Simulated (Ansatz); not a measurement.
Input of an Ansatz 0.2.0 run:

input.yaml

```yaml
crystal:
  lattice:
    - [-1.641, 1.641, 1.641]
    - [1.641, -1.641, 1.641]
    - [1.641, 1.641, -1.641]
  atoms:
    - { symbol: Ti, position: [0.0, 0.0, 0.0] }
hamiltonian:
  xc: pbe
  pseudopotentials: { kind: paw }
kpoints:
  mp_grid: { grid: [11, 11, 11] }
scf:
  occupations: { method: gaussian, width: 0.015 }
output:
  forces: true
  stress: true
  eigenvalues: true
  write_density: true
  write_potential: true
  elf: true
  volumetric_format: npy
```

Potentials or basis: Ansatz PAW.

Launch:

```bash
$ ansatz run input.yaml --threads 2 --pin off --max-ram 5632MiB --backend cpu --events-out ev --progress --plain --runs-dir out
```

(1) Predict the band gap on the k mesh.

(2) Estimate the pressure.

## Answers

(1) none (metal or under the smearing width).

(2) -2.9 GPa.
